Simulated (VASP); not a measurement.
# Settings for W: partial densities around the Fermi level

W, Im-3m (no. 229), 1 atom in the cell. LDA, partial densities in energy windows; PAW potentials W_sv (LDA set). VASP 6.6.1.

Wanted: electrons in the windows within 5 %; shares of the elements in the window within 0.02.

POSCAR:
```
W
1.0
   -1.5823450000      1.5823450000      1.5823450000
    1.5823450000     -1.5823450000      1.5823450000
    1.5823450000      1.5823450000     -1.5823450000
W
1
Direct
    0.0000000000      0.0000000000      0.0000000000
```

The series start from k mesh: 15 × 15 × 15; Cutoff ENCUT (eV): 500; Smearing SIGMA (eV): 0.05. Each series keeps the choices made before it, and each single choice may use up half of a tolerance. Times cover all steps of a run.

## k mesh

| k mesh | Electrons in the windows, largest deviation against the largest value | Shares of the elements in the window, largest deviation | Time (s) |
|---|---|---|---|
| 6 × 6 × 6 | 21 % | 0.000 | 8.5 |
| 10 × 10 × 10 | 5 % | 0.000 | 12 |
| 15 × 15 × 15 | 5.3 % | 0.000 | 18 |
| 21 × 21 × 21 (reference) | 0 % | 0.000 | 35 |

Chosen: 21 × 21 × 21; the next looser run is off by more than half of the tolerance, so convergence isn't shown beyond this value.

## Cutoff ENCUT (eV)

| Cutoff ENCUT (eV) | Electrons in the windows, largest deviation against the largest value | Shares of the elements in the window, largest deviation | Time (s) |
|---|---|---|---|
| 300 | 0.24 % | 0.000 | 18 |
| 400 | 0 % | 0.000 | 31 |
| 500 | 0 % | 0.000 | 35 |
| 700 (reference) | 0 % | 0.000 | 44 |

Chosen: 300, the loosest value from which every tighter one stays within half of the tolerance.

## Smearing SIGMA (eV)

| Smearing SIGMA (eV) | Electrons in the windows, largest deviation against the largest value | Shares of the elements in the window, largest deviation | Time (s) |
|---|---|---|---|
| 0.2 | 0.73 % | 0.000 | 16 |
| 0.05 | 0.24 % | 0.000 | 18 |
| 0.02 (reference) | 0 % | 0.000 | 16 |

Chosen: 0.2.

## All choices together

| Input | Electrons in the windows, largest deviation against the largest value | Shares of the elements in the window, largest deviation | Time (s) |
|---|---|---|---|
| program defaults, k points 0.5 per Å apart (naive) | 21 % | 0.000 | 5.8 |
| chosen settings | 0.73 % | 0.000 | 16 |
| reference settings throughout | 0 % | 0.000 | 40 |

The chosen settings stay within the tolerance of the reference run, but the reference itself isn't shown to be converged in: k mesh.

Values of the reference run: Electrons in the windows: 0.3036, 0.3728, 0.7127, 2.135 electrons a cell; Shares of the elements in the window: 1, 1, 1, 1.

## The input

INCAR.step1:
```
SYSTEM = W
ALGO = Normal
EDIFF = 1E-6
ENCUT = 300
GGA = CA
ISMEAR = 0
KPAR = 2
LASPH = .True.
LCHARG = .False.
LMAXMIX = 4
LREAL = .False.
LWAVE = .True.
NBANDS = 17
NELM = 120
PREC = Accurate
SIGMA = 0.2
```

INCAR.step2, as INCAR.step1 but for:
```
- KPAR = 2
- LWAVE = .True.
+ EINT = -0.25 0.25
+ ISTART = 1
+ LPARD = .True.
+ LWAVE = .False.
+ NBMOD = -3
```

INCAR.step3, as INCAR.step2 but for:
```
- EINT = -0.25 0.25
+ EINT = -1 0
```

INCAR.step4 to INCAR.step5 change the same tag again: EINT = 0 1, -5 -3.

KPOINTS:
```
Automatic mesh
0
Gamma
  21 21 21
  0 0 0
```

Commands (each step's output is kept before the next begins):
```
cat potpaw_LDA.64/W_sv/POTCAR > POTCAR
cp INCAR.step1 INCAR
mpirun -np 2 vasp_std > vasp.out
cp INCAR.step2 INCAR
mpirun -np 1 vasp_std > vasp.out
cp INCAR.step3 INCAR
mpirun -np 1 vasp_std > vasp.out
cp INCAR.step4 INCAR
mpirun -np 1 vasp_std > vasp.out
cp INCAR.step5 INCAR
mpirun -np 1 vasp_std > vasp.out
```

The chosen input took VASP 6.6.1 16 s on 2 cores (Intel Xeon Platinum 8488C (Sapphire Rapids)), a shared host.

## An input that fails: no bands or window named, so no partial file is written

It stopped.

Changes against the starting input:
```
(step 2)
- NBMOD = -3
- EINT = -0.25 0.25
```
